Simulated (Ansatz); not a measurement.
TiSi2:

```
CELL_PARAMETERS angstrom
0.00000 4.11752 4.26290
2.38951 0.00000 4.26290
2.38951 4.11752 0.00000
ATOMIC_POSITIONS crystal
Ti 0.75000 0.75000 0.75000
Ti 0.50000 0.50000 0.50000
Si 0.41257 0.08743 0.41257
Si 0.08743 0.41257 0.08743
Si 0.16257 0.83743 0.16257
Si 0.83743 0.16257 0.83743
```

The cell is a database's computed one.

```yaml
Program: Ansatz 0.2.0
Task: relaxation of cell and atoms
Functional: BLYP
Dispersion: D3(BJ)
Potentials_or_basis: Ansatz PAW
Cutoff: "420 eV (not typed: the program's choice for these potentials)"
k_mesh: 7 × 7 × 7
Occupations: fermi-dirac, width 0.05 eV
Spin: no spin polarisation
```

At the start: volume 13.98 Å³/atom.

Question: How do energy, volume and symmetry change on relaxing?

Answer: It ends after 5 steps and the volume is 13.42 Å³/atom (-4.0 %); space group Fddd (No. 70, to 0.05 Å).

Step by step:
```tsv
step	energy change (eV)	largest force (eV/Å)	volume (Å³)
1	0.0000	0.0194	83.88
2	-0.0616	0.0022	80.40
3	-0.0631	0.0092	80.47
4	-0.0634	0.0064	80.49
5	-0.0625	0.0064	80.49
```

Final structure:
```cif
data_structure
_symmetry_space_group_name_H-M 'P 1'
_symmetry_Int_Tables_number 1
_cell_length_a 5.8428
_cell_length_b 4.8259
_cell_length_c 4.6887
_cell_angle_alpha 75.756
_cell_angle_beta 53.184
_cell_angle_gamma 51.060
_cell_volume 80.49
loop_
_atom_site_label
_atom_site_type_symbol
_atom_site_fract_x
_atom_site_fract_y
_atom_site_fract_z
_atom_site_occupancy
Ti1 Ti 0.75000 0.75000 0.75000 1
Ti2 Ti 0.50000 0.50000 0.50000 1
Si1 Si 0.41320 0.08680 0.41320 1
Si2 Si 0.08680 0.41320 0.08680 1
Si3 Si 0.16320 0.83680 0.16320 1
Si4 Si 0.83680 0.16320 0.83680 1
```

Caveat: the plane-wave basis is chosen anew once the cell has moved, so the energies of steps on either side of that aren't comparable; pairwise dispersion overbinds metals, which lowers pressure and volume; the PAW data sets come from PBE, with cores solved anew for the run's functional, which leaves a small shift of forces and pressure.
